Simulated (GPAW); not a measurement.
Runs of GPAW 26.7.0 on SnSe. It takes space group Fm-3m (No. 225, cubic). Conventional cell: a = 6.020 Å, b = 6.020 Å, c = 6.020 Å, α = 90.00°, β = 90.00°, γ = 90.00°. Sn (site symmetry m-3m) is surrounded by 6 Se at 3.01 Å. Se (site symmetry m-3m) has 6 Sn at 3.01 Å as nearest neighbours. Measurements of this composition are mostly on another form, of space group No. 62.

```csv
task,level,potentials or basis,spin,cell,k mesh,cutoff (eV),smearing,maxiter,band path,band points,spin axis theta (degrees),spin axis phi (degrees),mesh quality,gap on the mesh (eV),pressure (GPa)
band structure,PBEsol,"PAW data sets generated in the run's folder for this functional, pw","SOC, no magnetisation",as given,6 × 6 × 6,600,fermi-dirac 0.05 eV,150,"GXWKGLUWLK,UX",100,90,45,not flagged,-,-2.4
one-shot levels of the hybrid HSE06,LDA,"the program's PAW data sets (release 1.2.1) made for this functional, pw",off,as given,5 × 5 × 5,500,fermi-dirac 0.05 eV,150,-,-,-,-,coarse,-,-4.0
single point,HSE03,"GPAW PAW data sets (gpaw-data 1.2.1), pw",off,as given,4 × 4 × 4,450,fermi-dirac 0.05 eV,60,-,-,-,-,coarse,(b),-
single point,PBEsol,"PAW data sets generated in the run's folder for this functional, pw",off,as given,6 × 6 × 6,500,fermi-dirac 0.05 eV,80,-,-,-,-,not flagged,0.66,-2.7
band structure,r2SCAN,"GPAW PAW data sets (gpaw-data 1.2.1), pw","SOC, no magnetisation",as given,6 × 6 × 6,600,fermi-dirac 0.05 eV,150,"GXWKGLUWLK,UX",100,0,0,not flagged,-,-0.5
band structure,LDA,"the program's PAW data sets (release 1.2.1) made for this functional, pw","SOC, no magnetisation",as given,6 × 6 × 6,600,fermi-dirac 0.05 eV,150,"GXWKGLUWLK,UX",60,0,0,not flagged,-,-3.8
single point,PBEsol,"PAW data sets generated in the run's folder for this functional, pw",off,the cell as VASP's run set it,8 × 8 × 8,600,gaussian 0.1 eV,150,-,-,-,-,not flagged,0.66,(a)
```

**Question.** Estimate the missing entries.

**Answer.** (a) -2.1; (b) 0.43.

Caveats: some runs use coarse meshes; spin-orbit coupling was added after a scalar SCF, so levels and gaps hold it while energy, forces, pressure and moments don't (some runs); this program's spin-orbit splittings come out too wide for heavy elements (some runs); spin-orbit coupling is left out, which moves the levels of the heavy elements (some runs); the cutoff is short for stress and forces, so pressures can be off by a GPa or more (some runs); the PAW data sets were made with another functional, which shifts forces and pressure a little (some runs); energy and the plain gap are those of the semilocal run (some runs); the hybrids' values are one shot on its orbitals and mesh (some runs).

A k mesh can miss the band edges, and rows without SOC leave out spin-orbit coupling on Se, Sn.

Runs at the PBE level aren't shown here.
